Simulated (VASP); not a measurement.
Here is a VASP 6.6.1 calculation.

INCAR

```
SYSTEM = BN
ALGO = Fast
EDIFF = 1E-7
ENCUT = 520
ISIF = 2
ISMEAR = 0
LASPH = .True.
LCHARG = .True.
LELF = .True.
LREAL = .False.
LVHAR = .True.
LWAVE = .False.
NBANDS = 11
NELM = 100
PREC = Accurate
SIGMA = 0.02
```

The input KPOINTS:

```
k-points
0
Gamma
  12 12 12
  0 0 0
```

The input POSCAR:

```
BN
1.0
    1.2443011792      0.7183976208      3.2243210057
   -1.2443011792      0.7183976208      3.2243210057
    0.0000000000     -1.4367952416      3.2243210057
B N
1 1
Direct
    0.9997390072      0.9997390072      0.9997390072
    0.3326939928      0.3326939928      0.3326939928
```

Potentials or basis: VASP PAW LDA potentials, release 64 (B, N).

Command:

```sh
$ cat potpaw_LDA.64/B/POTCAR potpaw_LDA.64/N/POTCAR > POTCAR
$ mpirun -np 1 vasp_std > vasp.out
```

**Question.** Predict the band gap on the k mesh.

**Answer.** 4.02 eV, indirect (least direct gap 4.60 eV).

**Question.** Predict the pressure.

**Answer.** 0.5 GPa.

Stress tensor (GPa, compression positive):
```
 0.78  0.00  0.00
 0.00  0.78  0.00
 0.00  0.00 -0.15
```

A k mesh can miss the band edges.
